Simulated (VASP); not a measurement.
# Be in VASP: notebook, part 2 of 2

VASP 6.6.1. The steps go on from the part before.

## 3. Relaxation of cell and atoms, PBE

This run uses another cell than the first one, of 7.83 Å³/atom, 1.126 times its volume.

Input file INCAR:

```
SYSTEM = Be
PREC     = Accurate       ! precision mode
ENCUT    = 520            ! plane-wave cutoff, eV
EDIFF    = 1E-7           ! SCF threshold, eV
ISMEAR   = 0              ! smearing method
SIGMA    = 0.1            ! smearing width, eV
LREAL    = .FALSE.        ! projectors in reciprocal space
LASPH    = .TRUE.         ! aspherical terms in the spheres
NELM     = 120            ! most SCF steps
ALGO     = Normal         ! electronic algorithm
ISIF     = 3              ! what is computed and relaxed
LWAVE    = .FALSE.        ! write WAVECAR
LCHARG   = .FALSE.        ! write CHGCAR
GGA      = PE             ! functional
IBRION   = 2              ! ionic algorithm
NSW      = 60             ! ionic steps
EDIFFG   = -0.005         ! ionic threshold
POTIM    = 0.3            ! step
KPAR     = 2
```

Input file KPOINTS:

```
regular mesh
0
G
  16 9 10
  0 0 0
```

Input file POSCAR:

```
Be                                      
1.0
    2.5333476454      0.0000000000      0.0000000000
    0.0000000000      3.5162701346      0.0000000000
    0.0000000000      0.0000000000      3.5137341914
  Be            
     4
Direct
     0.7498651903601513    0.7500005293621018    0.7498273808210224
     0.2501348096398487    0.2499994706378982    0.7498273808210224
     0.2498651903601512    0.7499994706378981    0.2501726191789775
     0.7501348096398487    0.2500005293621017    0.2501726191789775
```

Potentials or basis: VASP PAW PBE potentials, release 64 (Be).

Command:

```sh
$ cat potpaw_PBE.64/Be/POTCAR > POTCAR
$ mpirun -np 2 vasp_std > vasp.out
```

OUTCAR:

```text
SYSTEM = Be
   PREC = Accurate
   ENCUT = 520
   EDIFF = 1E-7
   ISMEAR = 0
   LREAL = .FALSE.
   LASPH = .TRUE.
   NELM = 120
   ISIF = 3
   GGA = PE
   IBRION = 2
   NSW = 60
   EDIFFG = -0.005
   POTIM = 0.3

 ion  position               nearest neighbor table
   1  0.750  0.750  0.750-   3 2.16   3 2.16   2 2.17   2 2.17   3 2.17   3 2.17   2 2.17   2 2.17

   2  0.250  0.250  0.750-   4 2.16   4 2.16   1 2.17   1 2.17   4 2.17   4 2.17   1 2.17   1 2.17

   3  0.250  0.750  0.250-   1 2.16   1 2.16   4 2.17   4 2.17   1 2.17   1 2.17   4 2.17   4 2.17

   4  0.750  0.250  0.250-   2 2.16   2 2.16   3 2.17   3 2.17   2 2.17   2 2.17   3 2.17   3 2.17

  LATTYP: Found a simple orthorhombic cell.
 ALAT       =     2.5333476454
 B/A-ratio  =     1.3869925029
 C/A-ratio  =     1.3879935275

  Lattice vectors:

 A1 = (  -2.5333476454,   0.0000000000,   0.0000000000)
 A2 = (   0.0000000000,   0.0000000000,   3.5137341914)
 A3 = (   0.0000000000,   3.5162701346,   0.0000000000)

Analysis of symmetry for initial positions (statically):
[... 186 lines left out ...]
  FORCE on cell =-STRESS in cart. coord.  units (eV):
  Direction    XX          YY          ZZ          XY          YZ          ZX
  --------------------------------------------------------------------------------------
  -------------------------------------------------------------------------------------
  Total        0.0027173     -0.0057949      0.0183291      0.0000000      0.0000000      0.0000000
  in kB        0.1390897     -0.2966288      0.9382225      0.0000000      0.0000000      0.0000000
  external PRESSURE =       0.2602278 kB  Pullay stress =       0.0000000 kB
[... 63 lines left out ...]
--------------------------------------- Ionic step        3  -------------------------------------------

 number of electron       8.0000000 magnetization

 Free energy of the ion-electron system (eV)
  ---------------------------------------------------
  ext. energy  EPLUGINS =         0.00000000
  ---------------------------------------------------
  free energy    TOTEN  =       -14.67262667 eV

  energy without entropy =      -14.67049074  energy(sigma->0) =      -14.67155870

 E-fermi :   7.9758     XC(G=0): -10.6454

 val. band max:        7.9643796495   @ k =   0.1875   0.4444   0.0000
 cond. band min:       8.0051209310   @ k =   0.0625   0.3333   0.0000
 fundamental gap:      0.0407412815
 Fermi energy:         7.9758014167

 k-point     1 :       0.0000    0.0000    0.0000
  band No.  band energies     occupation
      1      -4.2996      2.00000
      2       2.8323      2.00000
      3       2.8371      2.00000
      4       8.5217      0.00000
      5       8.5300      0.00000
      6      11.4607      0.00000
      7      12.2027      0.00000
      8      12.2073      0.00000
[... 243 lines left out ...]
 k-point    24 :       0.3125    0.2222    0.0000
  band No.  band energies     occupation
      1      -2.1773      2.00000
      2       2.7230      2.00000
      3       4.3728      2.00000
      4       5.6419      2.00000
      5       7.6956      1.99993
      6      11.8021      0.00000
      7      11.9118      0.00000
      8      13.4699      0.00000

 [... further k-points ...]
[... 5 lines left out ...]
  --------------------------------------------------------------------------------------
  -------------------------------------------------------------------------------------
  Total       -0.0024750      0.0047069     -0.0055214      0.0000000      0.0000000     -0.0000000
  in kB       -0.1266567      0.2408738     -0.2825587      0.0000000      0.0000000     -0.0000000
  external PRESSURE =      -0.0561139 kB  Pullay stress =       0.0000000 kB
[... 19 lines left out ...]
  FREE ENERGIE OF THE ION-ELECTRON SYSTEM (eV)
  ---------------------------------------------------
  free  energy   TOTEN  =       -14.6726266671 eV

  energy  without entropy=      -14.6704907361  energy(sigma->0) =      -14.67155870

 reached required accuracy - stopping structural energy minimisation
```

Wall time 21 s (2 MPI ranks of Intel Xeon 6975P-C (Granite Rapids), shared host); peak memory 0.17 GiB.

Results:

| Quantity | Value |
| --- | --- |
| Free energy | -14.6726 eV |
| Relaxed volume | 7.83 Å³/atom |
| Relaxed cell | a = 2.533 Å, b = 3.516 Å, c = 3.515 Å, α = 90.00°, β = 90.00°, γ = 90.00° |
| Space group after relaxing (to 0.05 Å) | I4/mmm (No. 139) |
| Energy gained by relaxing | 0.0 meV/atom |
| Ionic steps | 3 |
| Pressure after relaxing | 0.0 GPa |
| Band gap on the k mesh | none (metal or under the smearing width) |

Final structure:
```
Be
1.0
     2.53346    0.00000    0.00000
     0.00000    3.51593    0.00000
     0.00000    0.00000    3.51480
Be
4
Direct
  0.74997 0.75000 0.74999
  0.25003 0.25000 0.74999
  0.24997 0.75000 0.25001
  0.75003 0.25000 0.25001
```
